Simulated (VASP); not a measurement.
# Be18H in VASP: notebook

The runs below take Be18H through single point, with PBEsol.

All numbers are computed with VASP 6.6.1; they aren't measurements. Logs are shortened: lines on timing, memory, paths and dates and some standing lists are left out, and cuts for length are marked.

### 1 The slab as given

The cell holds a slab with vacuum, 19 atoms: a = 4.580 Å, b = 6.870 Å, c = 14.588 Å, α = 90.00°, β = 90.00°, γ = 60.00°.

The cell was built by a generator and needn't be a form met in nature.

### 2 Single point, PBEsol

Input file INCAR:

```
SYSTEM = Be18H
PREC     = Accurate       ! precision mode
ENCUT    = 520            ! plane-wave cutoff, eV
EDIFF    = 1E-6           ! SCF threshold, eV
ISMEAR   = 0              ! smearing method
SIGMA    = 0.1            ! smearing width, eV
LREAL    = Auto         
LASPH    = .True.         ! aspherical terms in the spheres
NELM     = 100            ! most SCF steps
ALGO     = Fast           ! electronic algorithm
ISIF     = 2              ! what is computed and relaxed
LWAVE    = .False.        ! write WAVECAR
LCHARG   = .False.        ! write CHGCAR
GGA      = PS             ! functional
NBANDS   = 34             ! bands
```

Input file KPOINTS:

```
Automatic mesh
0
Gamma
  6 4 1
  0 0 0
```

Input file POSCAR:

```
Be18H
1.0
    4.5800000000      0.0000000000      0.0000000000
    3.4350000000      5.9495950000      0.0000000000
    0.0000000000      0.0000000000     14.5884300000
Be H
18 1
Direct
    0.0000000000      0.0000000000      0.0685474722
    0.5000000000      0.0000000000      0.0685474722
    0.0000000420      0.3333332773      0.0685474722
    0.5000000420      0.3333332773      0.0685474722
   -0.0000000420      0.6666667227      0.0685474722
    0.4999999580      0.6666667227      0.0685474722
   -0.1632196312      0.2216826523      0.1948315206
    0.3347918050      0.2234560504      0.1958229227
   -0.1649889640      0.5543069738      0.1917093889
    0.3364949500      0.5528014932      0.1955219307
   -0.1661339626      0.8881917173      0.1960021743
    0.3373016539      0.8871745052      0.1947558442
    0.0059567983     -0.0024448723      0.3231908437
    0.5022773932      0.0004694437      0.3199417621
    0.0098699055      0.3269111595      0.3202531047
    0.5089604449      0.3267380385      0.3198173484
    0.0104985086      0.6660401254      0.3203419422
    0.5049921501      0.6664815000      0.3200308738
    0.9555434652      0.5150535457      0.3839186945
```

Potentials or basis: VASP PAW PBE potentials, release 64 (Be, H).

Launch:

```sh
$ cat potpaw_PBE.64/Be/POTCAR potpaw_PBE.64/H/POTCAR > POTCAR
$ mpirun -np 1 vasp_std > vasp.out
```

OUTCAR:

```text
SYSTEM = Be18H
   PREC = Accurate
   ENCUT = 520
   EDIFF = 1E-6
   ISMEAR = 0
   LREAL = Auto
   LASPH = .True.
   NELM = 100
   ISIF = 2
   GGA = PS

 ion  position               nearest neighbor table
   1  0.000  0.000  0.069-   7 2.27  12 2.28  11 2.28   5 2.29   3 2.29   6 2.29   4 2.29   2 2.29
                             2 2.29
   2  0.500  0.000  0.069-  12 2.26  11 2.28   8 2.28   6 2.29   4 2.29   3 2.29   5 2.29   1 2.29
                             1 2.29
   3  0.000  0.333  0.069-   9 2.23   7 2.26   8 2.28   1 2.29   2 2.29   4 2.29   4 2.29   6 2.29
                             5 2.29
   4  0.500  0.333  0.069-  10 2.27   8 2.27   7 2.28   2 2.29   1 2.29   3 2.29   3 2.29   5 2.29
                             6 2.29
   5  1.000  0.667  0.069-   9 2.23  11 2.28  10 2.28   1 2.29   2 2.29   6 2.29   6 2.29   4 2.29
                             3 2.29
   6  0.500  0.667  0.069-   9 2.23  12 2.26  10 2.28   2 2.29   1 2.29   5 2.29   5 2.29   3 2.29
                             4 2.29
   7  0.837  0.222  0.195-  16 2.24  15 2.25   3 2.26   1 2.27   4 2.28   9 2.28  10 2.28   8 2.29
                             8 2.29  12 2.30  11 2.30  13 2.30
   8  0.335  0.223  0.196-  15 2.23  16 2.23  14 2.24  10 2.27   4 2.27   9 2.28   3 2.28   2 2.28
                             7 2.29   7 2.29  11 2.29  12 2.30
   9  0.835  0.554  0.192-   3 2.23   5 2.23   6 2.23   7 2.28   8 2.28  12 2.28  18 2.28  10 2.29
[... 4 lines left out ...]
                             8 2.29   7 2.30  12 2.30  10 2.30
  12  0.337  0.887  0.195-  18 2.25  14 2.26   6 2.26   2 2.26   1 2.28  11 2.28   9 2.28  13 2.29
                             7 2.30  10 2.30  11 2.30   8 2.30
  13  0.006  0.998  0.323-  17 2.27  16 2.27  15 2.27  18 2.28  14 2.28  11 2.28  12 2.29  14 2.30
                             7 2.30
  14  0.502  0.000  0.320-  11 2.24   8 2.24  15 2.25  16 2.26  12 2.26  13 2.28  18 2.29  13 2.30
                            17 2.31
  15  0.010  0.327  0.320-  19 1.51   8 2.23  14 2.25   7 2.25  13 2.27  16 2.29  16 2.29   9 2.31
                            18 2.32  17 2.33
  16  0.509  0.327  0.320-   8 2.23   7 2.24  14 2.26  10 2.26  13 2.27  15 2.29  15 2.29  17 2.31
                            18 2.33
  17  0.010  0.666  0.320-  19 1.50  10 2.23  11 2.24  18 2.27  13 2.27  16 2.31  14 2.31  18 2.31
                             9 2.32  15 2.33
  18  0.505  0.666  0.320-  12 2.25  10 2.26  17 2.27  13 2.28   9 2.28  14 2.29  17 2.31  15 2.32
                            16 2.33
  19  0.956  0.515  0.384-  17 1.50  15 1.51

  LATTYP: Found a simple monoclinic cell.
 ALAT       =     4.5800000000
 B/A-ratio  =     3.1852467249
 C/A-ratio  =     1.3228757576
 COS(beta)  =    -0.1889822219

  Lattice vectors:

 A1 = (   4.5800000000,   0.0000000000,   0.0000000000)
 A2 = (   0.0000000000,   0.0000000000, -14.5884300000)
 A3 = (  -1.1450000000,   5.9495950000,   0.0000000000)

Analysis of symmetry for initial positions (statically):
=====================================================================
[... 182 lines left out ...]
   EFERMI_NEDOS =   21; number of points for ismear=-14 and -15
   IALGO  =     68    algorithm
   IMIX   =      4    mixing-type and parameters
     AMIX     =   0.40;   BMIX     =  1.00
     AMIX_MAG =   1.60;   BMIX_MAG =  1.00
  volume/ion in A,a.u.               =      20.92       141.19
  Fermi-wavevector in a.u.,A,eV,Ry     =   0.741916  1.402019  7.489189  0.550440
  Thomas-Fermi vector in A             =   1.836671
   LORBIT       =      0    0 simple, 1 ext, 2 COOP (PROOUT), +10 PAW based schemes
   GGA     = PS    functional components
   LHFCALC =     F    Hartree Fock is set to
   AEXX    =    0.0000 exact exchange contribution
   IVDW    =     0    specifies the selected vdW correction
   LEPSILON=     F    determine dielectric tensor
   LRPA    =     F    only Hartree local field effects (RPA)
 non-spin polarized calculation
 RMM-DIIS sequential band-by-band and
 Gauss-broadening in eV      SIGMA  =   0.10
  energy-cutoff  :      520.00
  volume of cell :      397.52
 maximum number of plane-waves:     10732
 NGX is ok and might be reduce to    36
   NGX = 17   NGY = 25   NGZ = 55

 number of electron      36.9999999 magnetization

 Free energy of the ion-electron system (eV)
  ---------------------------------------------------
  ext. energy  EPLUGINS =         0.00000000
  ---------------------------------------------------
  free energy    TOTEN  =       -68.90407569 eV

  energy without entropy =      -68.87824599  energy(sigma->0) =      -68.89116084

 E-fermi :  -0.9148     XC(G=0):  -5.2878

 val. band max:       -0.9482778786   @ k =   0.3333   0.5000   0.0000
 cond. band min:      -0.8761818442   @ k =   0.0000   0.2500   0.0000
 fundamental gap:      0.0720960344
 Fermi energy:        -0.9148064389

 k-point     1 :       0.0000    0.0000    0.0000
  band No.  band energies     occupation
      1     -10.5271      2.00000
      2      -8.6831      2.00000
      3      -7.5166      2.00000
      4      -7.2990      2.00000
      5      -6.4668      2.00000
      6      -5.1423      2.00000
[... 451 lines left out ...]
     29       4.1403      0.00000
     30       4.1891      0.00000
 [bands above 30 left out]

------------------------ aborting loop because EDIFF is reached ----------------------------------------

  FORCE on cell =-STRESS in cart. coord.  units (eV):
  Direction    XX          YY          ZZ          XY          YZ          ZX
  --------------------------------------------------------------------------------------
  -------------------------------------------------------------------------------------
  Total      -14.6072107    -14.3879202      0.1821552     -0.0966165      0.4200660     -0.7704623
  in kB      -58.8730368    -57.9892064      0.7341601     -0.3894041      1.6930379     -3.1052785
  external PRESSURE =     -38.7093611 kB  Pullay stress =       0.0000000 kB

 VOLUME and BASIS-vectors are now :
 -----------------------------------------------------------------------------
  energy-cutoff  :      520.00
  volume of cell :      397.52
      direct lattice vectors                 reciprocal lattice vectors
     4.580000000  0.000000000  0.000000000     0.218340611 -0.126059001  0.000000000
     3.435000000  5.949595000  0.000000000     0.000000000  0.168078668  0.000000000
     0.000000000  0.000000000 14.588430000     0.000000000  0.000000000  0.068547472

 POSITION                                       TOTAL-FORCE (eV/Angst)
 -----------------------------------------------------------------------------------
      0.00000      0.00000      1.00000         0.022139     -0.033945     -0.094671
      2.29000      0.00000      1.00000         0.013692     -0.004821     -0.018911
      1.14500      1.98320      1.00000         0.053353     -0.060489      0.012427
      3.43500      1.98320      1.00000        -0.007123     -0.020520      0.050454
      6.87000      3.96640      1.00000        -0.012686      0.054901     -0.034194
      4.58000      3.96640      1.00000         0.034550      0.010602      0.027968
[... 11 lines left out ...]
      4.60223      3.96529      4.66875         0.029152     -0.023058      0.043533
      6.14560      3.06436      5.60077        -0.312799      0.175471     -0.005368
 -----------------------------------------------------------------------------------
    total drift:                                0.000018     -0.000241      0.000964

  FREE ENERGIE OF THE ION-ELECTRON SYSTEM (eV)
  ---------------------------------------------------
  free  energy   TOTEN  =       -68.9040756859 eV

  energy  without entropy=      -68.8782459883  energy(sigma->0) =      -68.89116084
```

OSZICAR:

```text
N       E                     dE             d eps       ncg     rms          rms(c)
DAV:   1     0.934843698663E+02    0.93484E+02   -0.12021E+04   952   0.800E+02
DAV:   2    -0.632019417128E+02   -0.15669E+03   -0.14967E+03  1250   0.157E+02
DAV:   3    -0.726640092262E+02   -0.94621E+01   -0.91777E+01  1192   0.354E+01
[... 10 lines left out ...]
RMM:  14    -0.689026572777E+02   -0.32774E-02   -0.78220E-04  1201   0.841E-02    0.174E-02
RMM:  15    -0.689037406074E+02   -0.10833E-02   -0.20878E-04  1245   0.405E-02    0.685E-03
RMM:  16    -0.689039915604E+02   -0.25095E-03   -0.58502E-05  1259   0.214E-02    0.318E-03
RMM:  17    -0.689040626064E+02   -0.71046E-04   -0.14283E-05  1147   0.124E-02    0.117E-03
RMM:  18    -0.689040748661E+02   -0.12260E-04   -0.29017E-06  1032   0.594E-03    0.485E-04
RMM:  19    -0.689040756859E+02   -0.81982E-06   -0.90065E-07   914   0.287E-03
   1 F= -.68904076E+02 E0= -.68891161E+02  d E =-.258297E-01
```

Run time: 2.5 min. Hardware: 1 thread of Intel Xeon 6975P-C (Granite Rapids), shared host; peak memory 0.51 GiB.

Results:

```yaml
Free_energy: -68.9041 eV
Largest_force: 0.359 eV/Å
Band_gap_on_the_k_mesh: none (metal or under the smearing width)
```

Forces on the atoms (eV/Å):
```
Be   0.022 -0.034 -0.095
Be   0.014 -0.005 -0.019
Be   0.053 -0.060  0.012
Be  -0.007 -0.021  0.050
Be  -0.013  0.055 -0.034
Be   0.035  0.011  0.028
Be   0.015 -0.006  0.006
Be   0.005 -0.001 -0.008
Be   0.003 -0.008 -0.012
Be   0.017 -0.005  0.006
Be   0.005  0.001  0.008
Be   0.010 -0.013  0.009
Be   0.016 -0.010  0.013
Be   0.016  0.006  0.015
Be   0.021 -0.024  0.000
Be   0.038 -0.034 -0.021
Be   0.033 -0.003  0.004
Be   0.029 -0.023  0.044
H   -0.313  0.175 -0.005
```

Caveat: the PAW data sets were made with another functional, which shifts forces and pressure a little.

### 3 Single point, PBEsol

Input file INCAR:

```
PREC = Accurate
ENCUT = 520
EDIFF = 1E-6
ISMEAR = 0
SIGMA = 0.1
LREAL = Auto
LASPH = True
NELM = 100
ALGO = Fast
ISIF = 2
LWAVE = False
LCHARG = True
GGA = PS
LELF = True
LVHAR = True
NBANDS = 34
```

Input file KPOINTS:

```
regular mesh
0
Gamma
  6 4 1
```

Input file POSCAR:

```
Be18H
1.0
    4.5800000000      0.0000000000      0.0000000000
    3.4350000000      5.9495950000      0.0000000000
    0.0000000000      0.0000000000     14.5884300000
Be H
18 1
Direct
    0.0000000000      0.0000000000      0.0685474722
    0.5000000000      0.0000000000      0.0685474722
    0.0000000420      0.3333332773      0.0685474722
    0.5000000420      0.3333332773      0.0685474722
   -0.0000000420      0.6666667227      0.0685474722
    0.4999999580      0.6666667227      0.0685474722
   -0.1687630571      0.2228351678      0.1945410850
    0.3324937966      0.2234688243      0.1964028343
   -0.1672144678      0.5563045888      0.1931675993
    0.3296298559      0.5545933799      0.1948521534
   -0.1672799549      0.8880518758      0.1950702714
    0.3310927612      0.8905485163      0.1938589691
   -0.0014639512     -0.0001164785      0.3228956097
    0.4977451370     -0.0009370386      0.3196805277
   -0.0027180075      0.3329751017      0.3209869054
    0.4897143573      0.3356690665      0.3232198393
   -0.0016885580      0.6683690234      0.3205084440
    0.4911994523      0.6719064071      0.3168767304
    1.0763481561      0.4749538414      0.3846217859
```

Potentials or basis: VASP PAW PBE potentials, release 64 (Be, H).

Launch:

```sh
$ cat potpaw_PBE.64/Be/POTCAR potpaw_PBE.64/H/POTCAR > POTCAR
$ mpirun -np 1 vasp_std > vasp.out
```

Run time: 2.6 min. Hardware: 1 thread of Intel Xeon 6975P-C (Granite Rapids), shared host; peak memory 0.51 GiB.

Results (log left out):

| Property | Result |
| --- | --- |
| Free energy | -68.9186 eV |
| Largest force | 0.366 eV/Å |
| Band gap on the k mesh | none (metal or under the smearing width) |

Forces on the atoms (eV/Å):
```
Be  -0.020  0.004 -0.099
Be   0.002  0.091 -0.032
Be   0.066 -0.060 -0.049
Be  -0.081 -0.014  0.043
Be  -0.020  0.030  0.048
Be  -0.013 -0.011  0.012
Be  -0.014  0.006  0.005
Be  -0.011 -0.003  0.004
Be  -0.001  0.005  0.017
Be  -0.019  0.012 -0.010
Be  -0.005  0.000 -0.013
Be  -0.014  0.016 -0.010
Be  -0.023  0.010  0.006
Be  -0.017 -0.008  0.010
Be  -0.028  0.028  0.017
Be  -0.044  0.041  0.054
Be  -0.032  0.025  0.004
Be  -0.035  0.018 -0.019
H    0.311 -0.191  0.012
```

Levels at points of the mesh, in eV from the Fermi level:
```tsv
k point	band 14	band 15	band 16	band 17	band 18	band 19	band 20	band 21	band 22	band 23
(0.00, 0.00, 0.00)	-1.86	-1.71	-1.26	-0.94	-0.22	-0.05	1.27	1.98	2.65	3.23
(0.50, 0.00, 0.00)	-1.30	-0.72	-0.54	-0.15	0.11	0.19	0.36	1.07	1.30	2.28
(0.00, 0.50, 0.00)	-1.88	-1.70	-1.69	-1.29	-0.86	-0.12	-0.06	2.09	2.79	2.91
(0.50, 0.50, 0.00)	-2.13	-1.13	-0.39	-0.25	-0.13	0.44	0.56	2.25	2.73	3.42
```

Caveat: the PAW data sets were made with another functional, which shifts forces and pressure a little.
